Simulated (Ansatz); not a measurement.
# Stability checks on a candidate for ZnS

It was relaxed at this level from a cell as deposited in COD.

All numbers below come from Ansatz, DFT PBE, scalar-relativistic, plane waves, PAW. Plane waves to 420 eV, a 12×12×6 mesh through Γ for the 4-atom cell and 0.02 eV Gaussian smearing; no spin polarisation.

```cif
data_structure
_symmetry_space_group_name_H-M 'P 1'
_symmetry_Int_Tables_number 1
_cell_length_a 3.8457
_cell_length_b 3.8457
_cell_length_c 6.3042
_cell_angle_alpha 90.000
_cell_angle_beta 90.000
_cell_angle_gamma 120.000
_cell_volume 80.75
loop_
_atom_site_label
_atom_site_type_symbol
_atom_site_fract_x
_atom_site_fract_y
_atom_site_fract_z
_atom_site_occupancy
Zn1 Zn 0.33333 0.66667 0.00520 1
Zn2 Zn 0.66667 0.33333 0.50520 1
S1 S 0.33333 0.66667 0.37980 1
S2 S 0.66667 0.33333 0.87980 1
```

Energies over the elements count from the elements' standard structures at the same level, with no fitted energy shifts.

Q: These tests were run: energy against the elements; random kick, then relaxation without symmetry; phonons on a 2×2×1 q mesh. What do they show?

A:

```csv
test,result
energy against the elements,−0.819 eV/atom
"random kick, then relaxation without symmetry",returns
phonons on a 2×2×1 q mesh,no imaginary mode on the mesh
```

It fails none of these tests. Competing phases weren't compared here.

The reference form of S is held partly by dispersion forces, which this level lacks. The kick test ran on a coarse mesh. The run for the phonons used a 12×12×6 k mesh.
